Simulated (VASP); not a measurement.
# Mg (P6_3/mmc) in VASP: a series of runs, part 2 of 2

VASP 6.6.1. The steps go on from the part before.

## (3) Band structure, TPSSh

File POSCAR:

```
Mg
1.0
    3.2093000000      0.0000000000      0.0000000000
   -1.6046500000      2.7793353284      0.0000000000
    0.0000000000      0.0000000000      5.2103000000
Mg
2
Direct
    0.6666666667      0.3333333333      0.7500000000
    0.3333333333      0.6666666667      0.2500000000
```

File INCAR.step1:

```
SYSTEM = Mg
PREC     = Accurate       ! precision mode
ENCUT    = 520            ! plane-wave cutoff, eV
EDIFF    = 1E-5           ! SCF threshold, eV
ISMEAR   = -1             ! smearing method
SIGMA    = 0.05           ! smearing width, eV
LREAL    = .FALSE.        ! projectors in reciprocal space
LASPH    = .TRUE.         ! aspherical terms in the spheres
NELM     = 60             ! most SCF steps
ALGO     = Normal         ! electronic algorithm
ISIF     = 2              ! what is computed and relaxed
LWAVE    = .TRUE.         ! write WAVECAR
LCHARG   = .FALSE.        ! write CHGCAR
NBANDS   = 9              ! bands
GGA      = PE             ! functional
```

File INCAR.step2:

```
SYSTEM = Mg
PREC     = Accurate       ! precision mode
ENCUT    = 520            ! plane-wave cutoff, eV
EDIFF    = 1E-6           ! SCF threshold, eV
ISMEAR   = -1             ! smearing method
SIGMA    = 0.05           ! smearing width, eV
LREAL    = .FALSE.        ! projectors in reciprocal space
LASPH    = .TRUE.         ! aspherical terms in the spheres
NELM     = 60             ! most SCF steps
ALGO     = Normal         ! electronic algorithm
ISIF     = 2              ! what is computed and relaxed
LWAVE    = .FALSE.        ! write WAVECAR
LCHARG   = .FALSE.        ! write CHGCAR
METAGGA  = TPSS           ! meta-GGA
LHFCALC  = .TRUE.         ! exact exchange
AEXX     = 0.1            ! exact-exchange fraction
LMIXTAU  = .TRUE.       
PRECFOCK = Normal       
NBANDS   = 9              ! bands
ISTART   = 1
```

File KPOINTS:

```
Automatic mesh
0
G
  5 5 3
  0 0 0
```

File KPOINTS_OPT:

```
path GMKGALHA,LM,KH
12
line-mode
reciprocal
 0.0000000000  0.0000000000  0.0000000000  G
 0.5000000000  0.0000000000  0.0000000000  M

 0.5000000000  0.0000000000  0.0000000000  M
 0.3333333333  0.3333333333  0.0000000000  K

 0.3333333333  0.3333333333  0.0000000000  K
 0.0000000000  0.0000000000  0.0000000000  G

 0.0000000000  0.0000000000  0.0000000000  G
 0.0000000000  0.0000000000  0.5000000000  A

 0.0000000000  0.0000000000  0.5000000000  A
 0.5000000000  0.0000000000  0.5000000000  L

 0.5000000000  0.0000000000  0.5000000000  L
 0.3333333333  0.3333333333  0.5000000000  H

 0.3333333333  0.3333333333  0.5000000000  H
 0.0000000000  0.0000000000  0.5000000000  A

 0.5000000000  0.0000000000  0.5000000000  L
 0.5000000000  0.0000000000  0.0000000000  M

 0.3333333333  0.3333333333  0.0000000000  K
 0.3333333333  0.3333333333  0.5000000000  H
```

Potentials or basis: VASP PAW PBE potentials, release 64 (Mg).

On the command line:

```bash
cat potpaw_PBE.64/Mg/POTCAR > POTCAR
cp INCAR.step1 INCAR
mpirun -np 1 vasp_std > vasp.out
cp INCAR.step2 INCAR
mpirun -np 1 vasp_std > vasp.out
```

Run time: 7.8 min. Hardware: 1 thread of Intel Xeon Platinum 8259CL at 2.50GHz (Skylake/Cascade Lake), shared host; peak memory 0.21 GiB.

Results (log left out):

| Item | Value |
| --- | --- |
| Free energy | -10.0156 eV |
| Pressure | -0.8 GPa |

Stress tensor (GPa, compression positive):
```
-1.03  0.00  0.00
 0.00 -1.03  0.00
 0.00  0.00 -0.30
```

Levels at the corners of the path, in eV from the Fermi level:
| point | band 1 | band 2 | band 3 | band 4 | band 5 | band 6 |
| --- | --- | --- | --- | --- | --- | --- |
| Γ | -7.30 | -1.77 | -1.23 | 11.54 | 11.54 | 11.73 |
| M | -2.12 | -2.07 | 3.13 | 3.46 | 3.80 | 4.22 |
| M | -2.12 | -2.07 | 3.13 | 3.46 | 3.80 | 4.22 |
| K | -0.46 | -0.40 | -0.40 | 4.66 | 4.66 | 4.86 |
| K | -0.46 | -0.40 | -0.40 | 4.66 | 4.66 | 4.86 |
| Γ | -7.30 | -1.77 | -1.23 | 11.54 | 11.54 | 11.73 |
| Γ | -7.30 | -1.77 | -1.23 | 11.54 | 11.55 | 11.73 |
| A | -5.77 | -5.77 | 5.57 | 5.57 | 12.32 | 12.32 |
| A | -5.77 | -5.77 | 5.57 | 5.57 | 12.32 | 12.32 |
| L | -0.95 | -0.95 | -0.12 | -0.12 | 8.60 | 8.60 |
| L | -0.95 | -0.95 | -0.12 | -0.12 | 8.60 | 8.60 |
| H | 0.46 | 0.46 | 0.99 | 0.99 | 2.02 | 2.02 |
| H | 0.46 | 0.46 | 0.99 | 0.99 | 2.02 | 2.02 |
| A | -5.77 | -5.77 | 5.57 | 5.57 | 12.32 | 12.32 |
| L | -0.95 | -0.95 | -0.12 | -0.12 | 8.60 | 8.60 |
| M | -2.12 | -2.07 | 3.13 | 3.46 | 3.80 | 4.22 |
| K | -0.46 | -0.40 | -0.40 | 4.66 | 4.66 | 4.86 |
| H | 0.46 | 0.46 | 0.99 | 0.99 | 2.02 | 2.02 |

Caveat: the k mesh is coarse (spacing up to 0.45 Å⁻¹), so the values aren't converged, least of all with exact exchange; an unscreened hybrid on a path of extra k points without a Coulomb cutoff has errors near the mesh points, so the bands along the path aren't reliable; the PAW data sets were made with another functional, which shifts forces and pressure a little.

## (4) Band structure, HF

POSCAR is that of step 3.

File INCAR.step1:

```
ALGO     = Normal         # electronic algorithm
EDIFF    = 1E-5           # SCF threshold, eV
ENCUT    = 520            # plane-wave cutoff, eV
GGA      = PE             # functional
ISIF     = 2              # what is computed and relaxed
ISMEAR   = -1             # smearing method
LASPH    = True           # aspherical terms in the spheres
LCHARG   = False          # write CHGCAR
LREAL    = False          # projectors in reciprocal space
LWAVE    = True           # write WAVECAR
NELM     = 100            # most SCF steps
PREC     = Accurate       # precision mode
SIGMA    = 0.05           # smearing width, eV
```

File INCAR.step2:

```
AEXX     = 1.0            # exact-exchange fraction
AGGAC    = 0.0          
ALDAC    = 0.0          
ALGO     = Normal         # electronic algorithm
EDIFF    = 1E-7           # SCF threshold, eV
ENCUT    = 520            # plane-wave cutoff, eV
GGA      = PE             # functional
ISIF     = 2              # what is computed and relaxed
ISMEAR   = -1             # smearing method
ISTART   = 1            
LASPH    = True           # aspherical terms in the spheres
LCHARG   = False          # write CHGCAR
LHFCALC  = True           # exact exchange
LREAL    = False          # projectors in reciprocal space
LWAVE    = False          # write WAVECAR
NELM     = 100            # most SCF steps
PREC     = Accurate       # precision mode
PRECFOCK = Normal       
SIGMA    = 0.05           # smearing width, eV
```

File KPOINTS:

```
k-points
0
Gamma
  5 5 3
```

KPOINTS_OPT, as its differences from that of step 3:

```diff
@@ -1,3 +1,3 @@
 path GMKGALHA,LM,KH
-12
+10
 line-mode
```

On the command line:

```bash
cat potpaw_PBE.64/Mg/POTCAR > POTCAR
cp INCAR.step1 INCAR
mpirun -np 1 vasp_std > vasp.out
cp INCAR.step2 INCAR
mpirun -np 1 vasp_std > vasp.out
```

Run time: 4.9 min. Hardware: 1 thread of AMD EPYC 7R43 (Zen 3), shared host; peak memory 0.16 GiB.

Results (log left out):

- Free energy: -1.3489 eV
- Pressure: 2.0 GPa

Stress tensor (GPa, compression positive):
```
1.56 0.00 0.00
0.00 1.56 0.00
0.00 0.00 2.82
```

Levels at the corners of the path, in eV from the Fermi level:
| point | band 3 | band 4 | band 5 |
| --- | --- | --- | --- |
| Γ | -2.44 | 16.81 | 16.90 |
| M | 6.83 | 7.27 | 7.61 |
| M | 6.83 | 7.27 | 7.61 |
| K | 0.70 | 8.85 | 8.86 |
| K | 0.70 | 8.85 | 8.93 |
| Γ | -2.44 | 16.81 | 16.84 |
| Γ | -2.44 | 16.82 | 16.85 |
| A | 9.77 | 9.77 | 17.68 |
| A | 9.77 | 9.77 | 17.67 |
| L | 2.07 | 2.07 | 13.52 |
| L | 2.07 | 2.07 | 13.53 |
| H | 3.49 | 3.49 | 5.22 |
| H | 3.49 | 3.49 | 5.22 |
| A | 9.77 | 9.77 | 17.67 |
| L | 2.07 | 2.07 | 13.53 |
| M | 6.83 | 7.27 | 7.61 |
| K | 0.70 | 8.85 | 8.97 |
| H | 3.49 | 3.49 | 5.22 |

Caveat: the k mesh is coarse (spacing up to 0.45 Å⁻¹), so the values aren't converged, least of all with exact exchange; an unscreened hybrid on a path of extra k points without a Coulomb cutoff has errors near the mesh points, so the bands along the path aren't reliable; the PAW data sets were made with another functional, which shifts forces and pressure a little.

## (5) Band structure, HSE03

POSCAR is that of step 4.

File INCAR.step1:

```
SYSTEM = Mg
PREC = Accurate ; ENCUT = 520
EDIFF = 1E-5 ; ISMEAR = -1
SIGMA = 0.05 ; LREAL = .FALSE.
LASPH = .TRUE. ; NELM = 80
ALGO = Normal ; ISIF = 2
LWAVE = .TRUE. ; LCHARG = .FALSE.
GGA = PE
```

File INCAR.step2:

```
SYSTEM = Mg
PREC = Accurate ; ENCUT = 520
EDIFF = 1E-7 ; ISMEAR = -1
SIGMA = 0.05 ; LREAL = .FALSE.
LASPH = .TRUE. ; NELM = 80
ALGO = Normal ; ISIF = 2
LWAVE = .FALSE. ; LCHARG = .FALSE.
GGA = PE ; LHFCALC = .TRUE.
HFSCREEN = 0.3 ; PRECFOCK = Fast
ISTART = 1
```

File KPOINTS:

```
regular mesh
0
G
  5 5 3
  0 0 0
```

KPOINTS_OPT is that of step 4.

Potentials or basis: VASP PAW PBE potentials, release 64 (Mg).

On the command line:

```bash
cat potpaw_PBE.64/Mg/POTCAR > POTCAR
cp INCAR.step1 INCAR
mpirun -np 1 vasp_std > vasp.out
cp INCAR.step2 INCAR
mpirun -np 1 vasp_std > vasp.out
```

OUTCAR:

```text
SYSTEM = Mg
   PREC = Accurate
   ENCUT = 520
   EDIFF = 1E-7
   ISMEAR = -1
   LREAL = .FALSE.
   LASPH = .TRUE.
   NELM = 80
   ISIF = 2
   GGA = PE
   LHFCALC = .TRUE.
   HFSCREEN = 0.3
   PRECFOCK = Fast
   ISTART = 1

 ion  position               nearest neighbor table
   1  0.667  0.333  0.750-   2 3.20   2 3.20   2 3.20   2 3.20   2 3.20   2 3.20
   2  0.333  0.667  0.250-   1 3.20   1 3.20   1 3.20   1 3.20   1 3.20   1 3.20

  LATTYP: Found a hexagonal cell.
 ALAT       =     3.2093000000
 C/A-ratio  =     1.6235004518

  Lattice vectors:

 A1 = (   3.2093000000,   0.0000000000,   0.0000000000)
 A2 = (  -1.6046500000,   2.7793353284,   0.0000000000)
 A3 = (   0.0000000000,   0.0000000000,   5.2103000000)

Analysis of symmetry for initial positions (statically):
=====================================================================
 Subroutine PRICEL returns:
 Original cell was already a primitive cell.

 Routine SETGRP: Setting up the symmetry group for a
 hexagonal supercell.

 Subroutine GETGRP returns: Found 24 space group operations
 (whereof 12 operations were pure point group operations)
 out of a pool of 24 trial point group operations.

[... 159 lines left out ...]

 val. band max:        2.3722276847   @ k =   0.4000   0.0000   0.0000
 cond. band min:       3.1186299911   @ k =   0.2000   0.2000   0.0000
 fundamental gap:      0.7464023065
 Fermi energy:         2.4527797668

 k-point     1 :       0.0000    0.0000    0.0000
  band No.  band energies     occupation
      1      -5.1814      2.00000
      2       0.7172      2.00000
      3       1.2021      2.00000
      4      14.0721      0.00000
      5      14.0726      0.00000
      6      14.1924      0.00000
[... 73 lines left out ...]
 k-point    10 :       0.4000    0.2000    0.3333
  band No.  band energies     occupation
      1       1.4379      2.00000
      2       1.4541      2.00000
      3       3.4579      0.00000
      4       3.5225      0.00000
      5       5.7219      0.00000
      6       7.4377      0.00000

------------------------ aborting loop because EDIFF is reached ----------------------------------------

  FORCE on cell =-STRESS in cart. coord.  units (eV):
  Direction    XX          YY          ZZ          XY          YZ          ZX
  --------------------------------------------------------------------------------------
  -------------------------------------------------------------------------------------
  Total       -0.2442110     -0.2442110     -0.0357401      0.0000000     -0.0000000      0.0000000
  in kB       -8.4190261     -8.4190261     -1.2321183      0.0000000     -0.0000000      0.0000000
  external PRESSURE =      -6.0233901 kB  Pullay stress =       0.0000000 kB

 VOLUME and BASIS-vectors are now :
 -----------------------------------------------------------------------------
  energy-cutoff  :      520.00
  volume of cell :       46.47
      direct lattice vectors                 reciprocal lattice vectors
     3.209300000  0.000000000  0.000000000     0.311594429  0.179899127  0.000000000
    -1.604650000  2.779335328  0.000000000     0.000000000  0.359798255  0.000000000
     0.000000000  0.000000000  5.210300000     0.000000000  0.000000000  0.191927528

 POSITION                                       TOTAL-FORCE (eV/Angst)
 -----------------------------------------------------------------------------------
      1.60465      0.92645      3.90773         0.000000      0.000000      0.000000
     -0.00000      1.85289      1.30258        -0.000000      0.000000     -0.000000
 -----------------------------------------------------------------------------------
    total drift:                               -0.000007      0.000004      0.000000

  FREE ENERGIE OF THE ION-ELECTRON SYSTEM (eV)
  ---------------------------------------------------
  free  energy   TOTEN  =        -3.1325469294 eV

  energy  without entropy=       -3.1289281684  energy(sigma->0) =       -3.13073755
```

OUTCAR.step1:

```text
SYSTEM = Mg
   PREC = Accurate
   ENCUT = 520
   EDIFF = 1E-5
   ISMEAR = -1
   LREAL = .FALSE.
[... 299 lines left out ...]
      1.60465      0.92645      3.90773        -0.000000      0.000000      0.000000
     -0.00000      1.85289      1.30258         0.000000      0.000000      0.000000
 -----------------------------------------------------------------------------------
    total drift:                                0.000000     -0.000000      0.000000

  FREE ENERGIE OF THE ION-ELECTRON SYSTEM (eV)
  ---------------------------------------------------
  free  energy   TOTEN  =        -3.0787486914 eV

  energy  without entropy=       -3.0751227363  energy(sigma->0) =       -3.07693571
```

OSZICAR.step1:

```text
N       E                     dE             d eps       ncg     rms          rms(c)
DAV:   1    -0.124962943816E+00   -0.12496E+00   -0.12115E+03   120   0.459E+02
DAV:   2    -0.307413817943E+01   -0.29492E+01   -0.28162E+01   162   0.293E+01
DAV:   3    -0.309176715328E+01   -0.17629E-01   -0.17629E-01   180   0.316E+00
DAV:   4    -0.309178503417E+01   -0.17881E-04   -0.17881E-04   162   0.959E-02
DAV:   5    -0.309178513863E+01   -0.10447E-06   -0.10453E-06   204   0.660E-03    0.949E-01
DAV:   6    -0.308598303721E+01    0.58021E-02   -0.63075E-04   156   0.291E-01    0.608E-01
DAV:   7    -0.307873782014E+01    0.72452E-02   -0.24381E-03   144   0.505E-01    0.335E-02
DAV:   8    -0.307874998778E+01   -0.12168E-04   -0.12955E-05   204   0.323E-02    0.766E-03
DAV:   9    -0.307874869135E+01    0.12964E-05   -0.12705E-06   108   0.807E-03
   1 F= -.30787487E+01 E0= -.30769357E+01  d E =-.362596E-02
```

Wall time 2.4 min (1 thread of Intel Xeon Platinum 8488C (Sapphire Rapids), shared host); peak memory 0.27 GiB.

Results:

- Free energy: -3.1325 eV
- Pressure: -0.6 GPa
- Band gap along the path: none (metal or under the smearing width)

Stress tensor (GPa, compression positive):
```
-0.84  0.00  0.00
 0.00 -0.84  0.00
 0.00  0.00 -0.12
```

Levels at the corners of the path, in eV from the Fermi level:
| point | band 1 | band 2 | band 3 | band 4 | band 5 | band 6 |
| --- | --- | --- | --- | --- | --- | --- |
| Γ | -7.63 | -1.74 | -1.25 | 11.62 | 11.66 | 11.74 |
| M | -2.24 | -2.24 | 3.02 | 3.40 | 3.68 | 4.09 |
| M | -2.24 | -2.24 | 3.02 | 3.40 | 3.68 | 4.09 |
| K | -0.54 | -0.54 | -0.54 | 4.59 | 4.59 | 4.82 |
| K | -0.54 | -0.54 | -0.54 | 4.59 | 4.59 | 4.80 |
| Γ | -7.63 | -1.74 | -1.25 | 11.62 | 11.63 | 11.74 |
| Γ | -7.63 | -1.74 | -1.25 | 11.62 | 11.64 | 11.74 |
| A | -6.06 | -6.06 | 5.50 | 5.50 | 12.39 | 12.39 |
| A | -6.06 | -6.06 | 5.50 | 5.50 | 12.39 | 12.39 |
| L | -1.11 | -1.11 | -0.32 | -0.32 | 8.64 | 8.65 |
| L | -1.11 | -1.11 | -0.32 | -0.32 | 8.65 | 8.65 |
| H | 0.32 | 0.32 | 0.88 | 0.88 | 1.83 | 1.83 |
| H | 0.32 | 0.32 | 0.88 | 0.88 | 1.83 | 1.83 |
| A | -6.06 | -6.06 | 5.50 | 5.50 | 12.39 | 12.39 |
| L | -1.11 | -1.11 | -0.32 | -0.32 | 8.65 | 8.65 |
| M | -2.24 | -2.24 | 3.02 | 3.40 | 3.68 | 4.09 |
| K | -0.54 | -0.54 | -0.54 | 4.59 | 4.59 | 4.79 |
| H | 0.32 | 0.32 | 0.88 | 0.88 | 1.83 | 1.83 |

Caveat: the k mesh is coarse (spacing up to 0.45 Å⁻¹), so the values aren't converged, least of all with exact exchange; the PAW data sets were made with another functional, which shifts forces and pressure a little.

## (6) The runs side by side

| level | grid for exact exchange (PRECFOCK) | exchange at q = 0 | pressure (GPa) |
| --- | --- | --- | --- |
| r2SCAN0 | Normal | default | -1.2 |
| TPSSh | Normal | default | -0.8 |
| HF | Normal | default | 2.0 |
| HSE03 | Fast | - | -0.6 |

Alike in all rows: task band structure; potentials or basis VASP PAW PBE potentials, release 64 (Mg); no spin polarisation; cell as given; k mesh 5 × 5 × 3; cutoff (eV) 520; smearing fermi-dirac 0.05 eV; the mesh is coarse, so values aren't converged.

Caveats: all runs use coarse meshes; the PAW data sets were made with another functional, which shifts forces and pressure a little; an unscreened hybrid on a path of extra k points without a Coulomb cutoff has errors near the mesh points, so the bands along the path aren't reliable (some runs).

Total energies depend on the potentials used, so only differences within one code and one set of settings carry meaning.
